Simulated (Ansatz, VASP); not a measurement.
## AlN: VASP beside Ansatz

Contents of POSCAR:

```
AlN
1.0
    6.2240000000      0.0000000000      0.0000000000
   -3.1120000000      5.3901421132      0.0000000000
    0.0000000000      0.0000000000      4.9820000000
Al N
8 8
Direct
    0.1666666667      0.3333333333      0.0000000000
    0.1666666667      0.8333333333      0.0000000000
    0.6666666667      0.3333333333      0.0000000000
    0.6666666667      0.8333333333      0.0000000000
    0.3333333333      0.1666666667      0.5000000000
    0.3333333333      0.6666666667      0.5000000000
    0.8333333333      0.1666666667      0.5000000000
    0.8333333333      0.6666666667      0.5000000000
    0.1666666667      0.3333333333      0.3820000000
    0.1666666667      0.8333333333      0.3820000000
    0.6666666667      0.3333333333      0.3820000000
    0.6666666667      0.8333333333      0.3820000000
    0.3333333333      0.1666666667      0.8820000000
    0.3333333333      0.6666666667      0.8820000000
    0.8333333333      0.1666666667      0.8820000000
    0.8333333333      0.6666666667      0.8820000000
```

The input INCAR.step1:

```
SYSTEM = AlN
  ALGO = Normal
  EDIFF = 1E-4
  ENCUT = 600
  GGA = PE
  ISMEAR = 0
  LASPH = .True.
  LCHARG = .False.
  LREAL = Auto
  LWAVE = .True.
  NELM = 100
  PREC = Accurate
  SIGMA = 0.02
```

File INCAR.step2:

```
SYSTEM = AlN
  ALGO = Normal
  EDIFF = 1E-7
  EDIFFG = -0.004
  ENCUT = 600
  IBRION = 2
  ISIF = 3
  ISMEAR = 0
  ISTART = 1
  LASPH = .True.
  LCHARG = .False.
  LMIXTAU = .True.
  LREAL = Auto
  LWAVE = .False.
  METAGGA = R2SCAN
  NELM = 100
  NSW = 80
  PREC = Accurate
  SIGMA = 0.02
```

KPOINTS

```
k-points
0
Gamma
  4 4 5
  0 0 0
```

Input for Ansatz:

```yaml
crystal:
  lattice:
    - [6.224, 0.0, 0.0]
    - [-3.112, 5.3901421132, 0.0]
    - [0.0, 0.0, 4.982]
  atoms:
    - { symbol: Al, position: [0.1666666667, 0.3333333333, 0.0] }
    - { symbol: Al, position: [0.1666666667, 0.8333333333, 0.0] }
    - { symbol: Al, position: [0.6666666667, 0.3333333333, 0.0] }
    - { symbol: Al, position: [0.6666666667, 0.8333333333, 0.0] }
    - { symbol: Al, position: [0.3333333333, 0.1666666667, 0.5] }
    - { symbol: Al, position: [0.3333333333, 0.6666666667, 0.5] }
    - { symbol: Al, position: [0.8333333333, 0.1666666667, 0.5] }
    - { symbol: Al, position: [0.8333333333, 0.6666666667, 0.5] }
    - { symbol: "N", position: [0.1666666667, 0.3333333333, 0.382] }
    - { symbol: "N", position: [0.1666666667, 0.8333333333, 0.382] }
    - { symbol: "N", position: [0.6666666667, 0.3333333333, 0.382] }
    - { symbol: "N", position: [0.6666666667, 0.8333333333, 0.382] }
    - { symbol: "N", position: [0.3333333333, 0.1666666667, 0.882] }
    - { symbol: "N", position: [0.3333333333, 0.6666666667, 0.882] }
    - { symbol: "N", position: [0.8333333333, 0.1666666667, 0.882] }
    - { symbol: "N", position: [0.8333333333, 0.6666666667, 0.882] }
scf:
  occupations: { method: gaussian, width: 0.02 }
output:
  forces: true
  stress: true
hamiltonian:
  xc: r2scan
kpoints:
  mp_grid: { grid: [4, 4, 5] }
relax:
  f_tol: 0.004
  cell: { stress_tol: 0.03 }
```

Alike in both runs: task relaxation of cell and atoms; functional r2SCAN; k mesh 4 × 4 × 5; occupations gaussian, width 0.02 eV; no spin polarisation.

|  | VASP | Ansatz |
| --- | --- | --- |
| version | VASP 6.6.1 | Ansatz 0.2.0 |
| potentials or method | VASP PAW PBE potentials, release 64 (Al, N) | scalar-relativistic, plane waves, PAW |
| plane-wave cutoff (eV) | 600 | 500 |
| valence electrons in the cell | 64 | 64 |

```tsv
	VASP	Ansatz	Ansatz less VASP
relaxed volume (Å³/atom)	10.39	10.40	+0.017
relaxed cell length with the largest relative difference (Å)	4.974	4.978	+0.0040
```

Caveats: the PAW data sets were made with another functional, which shifts forces and pressure a little (VASP). r2SCAN opens gaps a little over a GGA but as a rule still falls short of measured ones.
